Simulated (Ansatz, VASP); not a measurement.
## One calculation of GaN, two programs

File INCAR:

```
SYSTEM = GaN
ALGO = Normal
EDIFF = 1E-6
ENCUT = 520
GGA = PS
ISIF = 2
ISMEAR = -1
LASPH = .TRUE.
LCHARG = .TRUE.
LELF = .TRUE.
LREAL = .FALSE.
LVHAR = .TRUE.
LWAVE = .FALSE.
NBANDS = 16
NELM = 80
PREC = Accurate
SIGMA = 0.05
```

The input KPOINTS:

```
k-points
0
G
  10 10 10
  0 0 0
```

The input POSCAR:

```
GaN
1.0
    0.0000000000      2.2383759866      2.2383759866
    2.2383759866      0.0000000000      2.2383759866
    2.2383759866      2.2383759866      0.0000000000
Ga N
1 1
Direct
    0.0000000000      0.0000000000      0.0000000000
    0.2500000000      0.2500000000      0.2500000000
```

Contents of input.yaml:

```yaml
crystal:
  lattice:
    - [0.0, 2.2383759866, 2.2383759866]
    - [2.2383759866, 0.0, 2.2383759866]
    - [2.2383759866, 2.2383759866, 0.0]
  atoms:
    - { symbol: Ga, position: [0.0, 0.0, 0.0] }
    - { symbol: "N", position: [0.25, 0.25, 0.25] }
kpoints:
  mp_grid: { grid: [10, 10, 10] }
scf:
  occupations: { method: fermi_dirac, width: 0.05 }
hamiltonian:
  xc: pbesol
  pseudopotentials: { kind: all_electron, lapw: { basis_error: 0.0005 } }
output:
  forces: true
  stress: true
  eigenvalues: true
```

Change from the starting cell: volume scaled by 0.98.

Alike in both runs: task single point; functional PBEsol; k mesh 10 × 10 × 10; occupations fermi-dirac, width 0.05 eV; no spin polarisation.

|  | VASP | Ansatz |
| --- | --- | --- |
| version | VASP 6.6.1 | Ansatz 0.2.0 |
| potentials or method | VASP PAW PBE potentials, release 64 (Ga_d, N) | all-electron LAPW, scalar-relativistic |
| plane-wave cutoff (eV) | 520 | see its input |

```csv
,VASP,Ansatz,Ansatz less VASP
gap on the k mesh at the Fermi level (eV),1.81,1.81,-0.003
least direct gap on the mesh (eV),1.81,1.81,-0.003
pressure (GPa),2.5,2.8,+0.21
```

Ansatz ran all-electron here, so the differences hold the error of VASP's frozen core and of both bases.

Caveats: the PAW data sets were made with another functional, which shifts forces and pressure a little (VASP).
